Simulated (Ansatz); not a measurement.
Phase order of Nb (relativity switched off)

Structure types of Nb are relaxed in primitive cells with their symmetry kept at 0 GPa, first on PAW files, then by LAPW. The enthalpy is E + pV at zero temperature, without zero-point motion. Only the types listed were tried, and differences under about 5 meV/atom are mesh noise.

Computed with Ansatz 0.2.0; functional PBE, non-relativistic. Settings: Fermi–Dirac smearing of 0.05 eV, no spin polarisation. Methods: LAPW: all electrons, basis error target 0.5 meV/atom.

k meshes: fcc 17×17×17, bcc 17×17×17, hcp 16×16×9.

Order the types by LAPW enthalpy, lowest first.
A. hcp
B. fcc
C. bcc

C (0 meV/atom), A (301 meV/atom), B (358 meV/atom).

```json
{"start type": "fcc", "ends as": "fcc, Fm-3m", "a, b, c (Å)": "4.225, 4.225, 4.225", "V (Å³/atom)": "18.85", "H − H(lowest), LAPW (meV/atom)": "357.6"}
{"start type": "bcc", "ends as": "bcc, Im-3m", "a, b, c (Å)": "3.311, 3.311, 3.311", "V (Å³/atom)": "18.15", "H − H(lowest), LAPW (meV/atom)": "0.0"}
{"start type": "hcp", "ends as": "hcp, P6_3/mmc", "a, b, c (Å)": "2.857, 2.857, 5.305", "V (Å³/atom)": "18.76", "H − H(lowest), LAPW (meV/atom)": "300.6"}
```
